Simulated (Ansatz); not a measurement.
# ZrS2 (CdI2 type): a single-point run

The task is a single-point run on ZrS2 (CdI2 type). The structure is shown as the input types it.

Program: Ansatz 0.2.0. Level of theory: Kohn-Sham DFT, with the functional, basis and potentials that each input names (as first typed). These are calculated values, not measurements.

1 further run of the same task is left out (set aside as unsound or not needed).

**1. Starting point**

The structure is trigonal, space group P-3m1 (No. 164). Conventional cell: a = 3.685 Å, b = 3.685 Å, c = 6.758 Å, α = 90.00°, β = 90.00°, γ = 120.00°. Zr (site symmetry -3m) is surrounded by 6 S at 2.57 Å. Around S (site symmetry 3m) lie 3 Zr at 2.57 Å.

As a file:

```cif
data_structure
_symmetry_space_group_name_H-M 'P-3m1'
_symmetry_Int_Tables_number 164
_cell_length_a 3.6852
_cell_length_b 3.6852
_cell_length_c 6.7578
_cell_angle_alpha 90.000
_cell_angle_beta 90.000
_cell_angle_gamma 120.000
_cell_volume 79.48
loop_
_atom_site_label
_atom_site_type_symbol
_atom_site_symmetry_multiplicity
_atom_site_Wyckoff_symbol
_atom_site_fract_x
_atom_site_fract_y
_atom_site_fract_z
_atom_site_occupancy
Zr1 Zr 1 a 0.00000 0.00000 0.00000 1
S1 S 2 d 0.33333 0.66667 0.21432 1
```

**2. Running it**

input.yaml reads:

```yaml
crystal:
  lattice:
    - [3.68518208201, 0.0, 0.0]
    - [-1.842591041005, 3.191461300592, 0.0]
    - [0.0, 0.0, 6.7578046356]
  atoms:
    - { symbol: Zr, position: [0.0, 0.0, 0.0] }
    - { symbol: S, position: [0.3333333333333, 0.6666666666667, 0.2143236176] }
    - { symbol: S, position: [0.6666666666667, 0.3333333333333, 0.7856763824] }
basis:
  ecutwfc: 420
  ecutrho_ratio: 4
kpoints:
  mp_grid: { grid: [10, 10, 6] }
hamiltonian:
  xc: pbe
  hubbard: { sites: [{ species: Zr, l: d, u_eff: 20.0 }] }
scf:
  occupations: { method: gaussian, width: 0.05 }
  max_iter: 60
output:
  forces: true
  stress: true
```

On the command line:

```bash
ansatz run input.yaml --threads 2 --pin off --max-ram 2662MiB --backend cpu --events-out ev --progress --plain --runs-dir out
```

What happens when this is run?

This run ends as converged. It gives a pressure of 18 GPa, which is large; a structure far from rest gives such values too, whatever the setting.

In the input, hamiltonian.hubbard.sites is [{species: Zr, l: d, u_eff: 20.0}]. The Hubbard parameter is far from any physical value.

Run again and compare: delete hamiltonian.hubbard.sites.
